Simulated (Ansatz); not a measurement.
## Tc in Ansatz: the effect of functional

Tc:

```xyz
2
Lattice="2.7400 0.0000 0.0000 -1.3700 2.3729 0.0000 0.0000 0.0000 4.3980" Properties=species:S:1:pos:R:3 pbc="T T T"
Tc    1.3700    0.7910    3.2985
Tc    0.0000    1.5819    1.0995
```

Alike in all runs:

| Quantity | Value |
| --- | --- |
| Program | Ansatz 0.2.0 |
| Task | band structure |
| Potentials or basis | Ansatz PAW earlier set |
| Cutoff | 500 eV (not typed: the program's choice for these potentials) |
| k mesh | 6 × 6 × 4 |
| Occupations | fermi-dirac, width 0.05 eV |
| Spin | no spin polarisation |

```tsv
functional	pressure (GPa)
LDA	-11.2
PBE	?
PBEsol	-5.8
RPBE	7.6
revPBE	6.4
BLYP	16.1
r2SCAN	-1.4
```

Task: What does the run with functional PBE give?

Result: Pressure 3.7 GPa.

Caveats: all runs use coarse meshes; the PAW data sets come from PBE, with cores solved anew for the run's functional, which leaves a small shift of forces and pressure (some runs).
